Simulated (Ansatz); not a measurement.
Rocksalt AgCl, relaxed with r2SCAN in the PAW code Ansatz. It is cubic, Fm-3m (No. 225); conventional cell a = 5.546 Å, 21.33 Å³ an atom. Ag is surrounded by 6 Cl at 2.77 Å; Cl is surrounded by 6 Ag at 2.77 Å.

The axes x, y and z are those of this cell:
```yaml
crystal:
  lattice:
    - [0.00000, 2.77318, 2.77318]
    - [2.77318, 0.00000, 2.77318]
    - [2.77318, 2.77318, 0.00000]
  atoms:
    - { symbol: Ag, position: [0.00000, 0.00000, 0.00000] }
    - { symbol: Cl, position: [0.50000, 0.50000, 0.50000] }
```

Unstrained: The PBE gap is indirect, 0.912 eV (L to Γ), below the direct gap of 3.005 eV at Γ–K (0.10 of the way from Γ). With r2SCAN the valence top lies at L and the conduction bottom at Γ, 1.475 eV higher; the smallest vertical gap, at Γ–K (0.10 of the way from Γ), is 3.590 eV. HSE06 gives an indirect gap of 2.411 eV, from L to Γ; the least direct gap is 4.544 eV at Γ–K (0.10 of the way from Γ). Meshes: PBE 8×8×8, r2SCAN 8×8×8, HSE06 6×6×6. Strains are changes of length per length, and xy shears are angles. After each strain the atoms were relaxed again with r2SCAN within the symmetry that the strain leaves, so tilts or polar shifts that break it weren't tested; points keep the names that they have in the unstrained zone. No spin polarisation and no zero-point or thermal motion.

Question: For epitaxial +1.11 % in the xy plane, how far does the free direction move, and what happens to the gap?

Answer: The normal strain at zero normal stress is -1.30 %, 1.17 of the in-plane strain with the sign turned. PBE: the gap goes from 0.912 to 0.845 eV (-0.067 eV). r2SCAN: the gap goes from 1.475 to 1.403 eV (-0.072 eV). HSE06: the gap goes from 2.411 to 2.336 eV (-0.075 eV).

Question: Apply xy shear, engineering strain (angle) -0.58 %. How far does the gap move, against the unstrained cell?

Answer: PBE: the gap goes from 0.912 to 0.906 eV (-0.006 eV). r2SCAN: the gap goes from 1.475 to 1.470 eV (-0.005 eV). HSE06: the gap goes from 2.411 to 2.405 eV (-0.006 eV). The r2SCAN energy rises by 0.0 meV an atom.

Question: Estimate what biaxial -1.23 % in x and y, z held does to the gap.

Answer: PBE: the gap goes from 0.912 to 0.867 eV (-0.045 eV). r2SCAN: the gap goes from 1.475 to 1.434 eV (-0.041 eV). HSE06: the gap goes from 2.411 to 2.358 eV (-0.053 eV). The r2SCAN energy rises by 2.2 meV an atom.

Spin-orbit coupling is left out.

The meshes of the hybrids are coarse, so their gaps aren't converged to the digits shown.
